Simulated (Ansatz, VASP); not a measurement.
HgTe (Coloradoite): VASP beside Ansatz

```
CELL_PARAMETERS angstrom
0.00000 3.25472 3.25472
3.25472 0.00000 3.25472
3.25472 3.25472 0.00000
ATOMIC_POSITIONS crystal
Hg 0.00000 0.00000 0.00000
Te 0.25000 0.25000 0.25000
```

Alike in both runs: task single point; functional PBEsol; k mesh 4 × 4 × 4; occupations gaussian, width 0.1 eV; no spin polarisation.

|  | VASP | Ansatz |
| --- | --- | --- |
| version | VASP 6.6.1 | Ansatz 0.2.0 |
| potentials or method | VASP PAW PBE potentials, release 64 (Hg, Te) | scalar-relativistic, plane waves, PAW |
| plane-wave cutoff (eV) | 520 | 420 |
| valence electrons in the cell | 18 | 36 |

VASP gave:

* gap on the k mesh at the Fermi level (eV): none
* pressure (GPa): 0.6

Question: Which values does Ansatz return?

Answer: gap on the k mesh at the Fermi level (eV): none; pressure (GPa): 0.4.

A gap of «none» marks a metal or a gap that the smearing closes. The two sets of potentials don't hold the same shells in valence.

Caveats: the k mesh is coarse (spacing up to 0.42 Å⁻¹), so the values aren't converged; the PAW data sets were made with another functional, which shifts forces and pressure a little (VASP). Spin-orbit coupling is left out, which matters for the levels of Hg, Te.
